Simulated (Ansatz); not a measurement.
**MnO: band structure with PBEsol**

The system is MnO.

```
Mn O
1.0
     3.37170    0.00000    0.00000
    -1.68585    2.91998    0.00000
     0.00000    0.00000    5.38550
Mn O
2 2
Direct
  0.66667 0.33333 0.51096
  0.33333 0.66667 0.01096
  0.66667 0.33333 0.87547
  0.33333 0.66667 0.37547
```

Measurements of this composition are mostly on another form, of space group No. 225.

```json
{
 "Program": "Ansatz 0.2.0",
 "Task": "band structure",
 "Functional": "PBEsol",
 "Potentials or basis": "all-electron LAPW, non-relativistic",
 "Cutoff": "391 eV (chosen from the basis error)",
 "Basis error allowed": "0.002 eV/atom",
 "k mesh": "9 × 9 × 5",
 "Occupations": "fermi-dirac, width 0.05 eV",
 "Spin": "collinear spin, ferromagnetic start",
 "Starting moments": "[4.0, 4.0, 0.0, 0.0] μB"
}
```

- Pressure: 1.6 GPa
- Largest force: 0.631 eV/Å
- Band gap along the path: none (metal or under the smearing width)
- Net moment: 9.99 μB per cell
- Absolute moment: 9.99 μB per cell
- Site moments: Mn +4.22; O +0.23 μB

Forces on the atoms (eV/Å):
```
Mn   0.000  0.000 -0.631
Mn   0.000  0.000 -0.631
O    0.000  0.000  0.631
O    0.000  0.000  0.631
```

Stress tensor (GPa, compression positive):
```
-0.88  0.00  0.00
 0.00 -0.88  0.00
 0.00  0.00  6.62
```

Levels at the corners of the path, in eV from the Fermi level:
Spin up:
| point | band 26 | band 27 | band 28 | band 29 | band 30 | band 31 |
| --- | --- | --- | --- | --- | --- | --- |
| Γ | -1.08 | -0.01 | -0.01 | 0.05 | 3.76 | 5.58 |
| M | -1.93 | -0.88 | -0.74 | 3.95 | 4.23 | 5.78 |
| K | -1.50 | -1.33 | -1.33 | 5.42 | 5.61 | 5.90 |
| Γ | -1.08 | -0.01 | -0.01 | 0.05 | 3.76 | 5.58 |
| A | -0.57 | -0.57 | -0.57 | 1.25 | 1.25 | 8.39 |
| L | -1.33 | -1.24 | -1.24 | 3.84 | 3.84 | 6.18 |
| H | -1.99 | -1.18 | -1.18 | 5.42 | 5.42 | 6.14 |
| A | -0.57 | -0.57 | -0.57 | 1.25 | 1.25 | 8.39 |
Spin down:
| point | band 15 | band 16 | band 17 | band 18 | band 19 | band 20 | band 21 | band 22 |
| --- | --- | --- | --- | --- | --- | --- | --- | --- |
| Γ | -4.91 | -4.91 | -4.70 | -4.70 | -0.03 | 0.90 | 0.90 | 1.05 |
| M | -5.30 | -4.87 | -4.81 | -4.62 | 0.37 | 0.40 | 1.20 | 1.46 |
| K | -5.36 | -5.36 | -4.97 | -4.97 | 0.26 | 0.62 | 0.62 | 0.93 |
| Γ | -4.91 | -4.91 | -4.70 | -4.70 | -0.03 | 0.90 | 0.90 | 1.05 |
| A | -4.82 | -4.82 | -4.82 | -4.82 | 1.37 | 1.37 | 1.37 | 1.37 |
| L | -4.90 | -4.90 | -4.72 | -4.72 | 0.87 | 0.87 | 1.48 | 1.48 |
| H | -5.58 | -5.58 | -4.55 | -4.55 | 0.53 | 0.53 | 1.43 | 1.43 |
| A | -4.82 | -4.82 | -4.82 | -4.82 | 1.37 | 1.37 | 1.37 | 1.37 |

Run time: 77 s on 4 threads of Intel(R) Xeon(R) Processor @ 2.50GHz (Skylake/Cascade Lake), on a shared host, peak memory 0.58 GiB.

Caveat: the magnetic or orbital state may not be the lowest; semilocal functionals often make such compounds metallic where correlation or magnetic order opens a gap, which also shifts bond lengths; only a ferromagnetic start was run, and an antiferromagnetic order may lie lower in energy.
